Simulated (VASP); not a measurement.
PtS2:

```
Pt S
1.0
     3.54320    0.00000    0.00000
    -1.77160    3.06850    0.00000
     0.00000    0.00000    5.03880
Pt S
1 2
Direct
  0.00000 0.00000 0.00000
  0.66667 0.33333 0.77300
  0.33333 0.66667 0.22700
```

* Program: VASP 6.6.1
* Task: relaxation of cell and atoms
* Functional: PBEsol
* Potentials or basis: VASP PAW PBE potentials, release 64 (Pt, S)
* Cutoff: 600 eV
* k mesh: 9 × 9 × 5
* Occupations: fermi-dirac, width 0.05 eV
* Spin: no spin polarisation

At the start: pressure 6.2 GPa; volume 18.26 Å³/atom.

Question: How do energy, volume and symmetry change on relaxing?

Answer: Over 27 steps the energy falls by 22.4 meV/atom and the volume is 17.66 Å³/atom (-3.3 %); space group P-3m1 (No. 164, to 0.05 Å).

Step by step:
```
step  energy change (eV)  largest force (eV/Å)  pressure (GPa)  volume (Å³)
   1              0.0000                0.9301            6.16        54.78
   2              0.1062                0.8729           -9.98        60.54
   3             -0.0504                0.1994           -0.68        56.75
   4             -0.0504                0.2161           -0.50        56.70
   5             -0.0573                0.1277           -0.30        56.45
   6             -0.0600                0.0343           -0.10        56.19
   7             -0.0600                0.0274           -0.11        56.17
   8             -0.0603                0.0359           -0.02        56.06
   9             -0.0611                0.0655            0.26        55.72
  10             -0.0619                0.1229            0.83        55.04
  11             -0.0619                0.1518            1.14        54.70
  12             -0.0619                0.1511            1.13        54.70
  13             -0.0620                0.1504            1.15        54.67
  14             -0.0622                0.1495            1.15        54.63
  15             -0.0625                0.1478            1.12        54.54
  16             -0.0631                0.1449            1.11        54.36
  17             -0.0641                0.1399            1.07        53.99
  18             -0.0654                0.1316            1.05        53.26
  19             -0.0644                0.1235            1.19        51.79
  20             -0.0656                0.1333            1.15        52.62
  21             -0.0666                0.0832            0.60        52.79
  22             -0.0670                0.0041           -0.33        53.10
  23             -0.0671                0.0220           -0.04        53.01
  24             -0.0671                0.0204           -0.05        53.01
  25             -0.0671                0.0176           -0.06        53.01
  26             -0.0672                0.0097           -0.05        53.00
  27             -0.0672                0.0066           -0.02        52.99
```

Final structure:
```
CELL_PARAMETERS angstrom
3.56666 0.00000 0.00000
-1.78333 3.08882 0.00000
0.00000 0.00000 4.80955
ATOMIC_POSITIONS crystal
Pt 0.00000 0.00000 0.00000
S 0.66667 0.33333 0.75082
S 0.33333 0.66667 0.24918
```

Caveat: the PAW data sets were made with another functional, which shifts forces and pressure a little.
